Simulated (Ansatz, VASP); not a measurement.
**Two plane-wave programs on Ga**

The input INCAR:

```
  PREC = Accurate
  ENCUT = 600
  EDIFF = 1E-6
  ISMEAR = 0
  SIGMA = 0.1
  LREAL = False
  LASPH = True
  NELM = 100
  ALGO = Normal
  ISIF = 3
  LWAVE = False
  LCHARG = False
  GGA = PS
  IBRION = 2
  NSW = 90
  EDIFFG = -0.04
```

File KPOINTS:

```
Automatic mesh
0
Gamma
  3 3 3
```

The input POSCAR:

```
Ga
1.0
    3.4609644385      1.9981887503      5.9023362359
   -3.4609644385      1.9981887503      5.9023362359
    0.0000000000     -3.9963775004      5.9023362359
Ga
12
Direct
    0.0101900000      0.6536100000      0.0101900000
    0.0101900000      0.0101900000      0.6536100000
    0.6536100000      0.0101900000      0.0101900000
    0.9898100000      0.3463900000      0.9898100000
    0.3463900000      0.9898100000      0.9898100000
    0.9898100000      0.9898100000      0.3463900000
    0.2211800000      0.6306000000      0.2211800000
    0.2211800000      0.2211800000      0.6306000000
    0.6306000000      0.2211800000      0.2211800000
    0.7788200000      0.3694000000      0.7788200000
    0.3694000000      0.7788200000      0.7788200000
    0.7788200000      0.7788200000      0.3694000000
```

Input for Ansatz:

```yaml
crystal:
  lattice:
    - [3.4609644385, 1.9981887503, 5.9023362359]
    - [-3.4609644385, 1.9981887503, 5.9023362359]
    - [0.0, -3.9963775004, 5.9023362359]
  atoms:
    - { symbol: Ga, position: [0.01019, 0.65361, 0.01019] }
    - { symbol: Ga, position: [0.01019, 0.01019, 0.65361] }
    - { symbol: Ga, position: [0.65361, 0.01019, 0.01019] }
    - { symbol: Ga, position: [0.98981, 0.34639, 0.98981] }
    - { symbol: Ga, position: [0.34639, 0.98981, 0.98981] }
    - { symbol: Ga, position: [0.98981, 0.98981, 0.34639] }
    - { symbol: Ga, position: [0.22118, 0.6306, 0.22118] }
    - { symbol: Ga, position: [0.22118, 0.22118, 0.6306] }
    - { symbol: Ga, position: [0.6306, 0.22118, 0.22118] }
    - { symbol: Ga, position: [0.77882, 0.3694, 0.77882] }
    - { symbol: Ga, position: [0.3694, 0.77882, 0.77882] }
    - { symbol: Ga, position: [0.77882, 0.77882, 0.3694] }
basis:
  ecutwfc: 420
kpoints:
  mp_grid: { grid: [3, 3, 3] }
hamiltonian:
  xc: pbesol
scf:
  occupations: { method: gaussian, width: 0.1 }
  lower_state_search: "off"
output:
  forces: true
  stress: true
  eigenvalues: true
relax:
  adjacent_minimum: "off"
  f_tol: 0.04
  max_steps: 70
  cell: { stress_tol: 0.4 }
```

Alike in both runs: task relaxation of cell and atoms; functional PBEsol; k mesh 3 × 3 × 3; occupations gaussian, width 0.1 eV; no spin polarisation.

|  | VASP | Ansatz |
| --- | --- | --- |
| version | VASP 6.6.1 | Ansatz 0.2.0 |
| potentials or method | VASP PAW PBE potentials, release 64 (Ga_d) | scalar-relativistic, plane waves, PAW |
| plane-wave cutoff (eV) | 600 | 420 |
| valence electrons in the cell | 156 | 156 |

|  | VASP | Ansatz | Ansatz less VASP |
| --- | --- | --- | --- |
| gap on the k mesh at the Fermi level, each at its own relaxed structure (eV) | none | none | - |
| relaxed volume (Å³/atom) | 21.48 | 21.41 | -0.069 |
| relaxed cell length with the largest relative difference (Å) | 7.303 | 7.305 | +0.0020 |
| energy change over the relaxation (meV/atom) | -74 | -73 | +0.3 |

A gap of «none» marks a metal or a gap that the smearing closes.

Caveats: the k mesh is coarse (spacing up to 0.37 Å⁻¹), so the values aren't converged; the PAW data sets were made with another functional, which shifts forces and pressure a little (VASP).
